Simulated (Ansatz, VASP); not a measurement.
## PbSe (Clausthalite) in VASP and in Ansatz

```
Pb Se
1.0
     0.00000    3.06065    3.06065
     3.06065    0.00000    3.06065
     3.06065    3.06065    0.00000
Pb Se
1 1
Direct
  0.00000 0.00000 0.00000
  0.50000 0.50000 0.50000
```

Alike in both runs: task single point; functional PBE; k mesh 4 × 4 × 4; occupations fermi-dirac, width 0.06 eV; no spin polarisation.

|  | VASP | Ansatz |
| --- | --- | --- |
| version | VASP 6.6.1 | Ansatz 0.2.0 |
| potentials or method | VASP PAW PBE potentials, release 64 (Pb_d, Se), cutoff 520 eV | all-electron LAPW, scalar-relativistic |

```tsv
	VASP	Ansatz	Ansatz less VASP
gap on the k mesh at the Fermi level (eV)	0.29	0.29	-0.006
least direct gap on the mesh (eV)	0.29	0.29	-0.006
pressure (GPa)	2.3	2.3	+0.02
```

Ansatz ran all-electron here, so the differences hold the error of VASP's frozen core and of both bases.

Caveats: the k mesh is coarse (spacing up to 0.44 Å⁻¹), so the values aren't converged; spin-orbit coupling is left out, which as a rule narrows the gap of such compounds by several tenths of an eV (VASP).
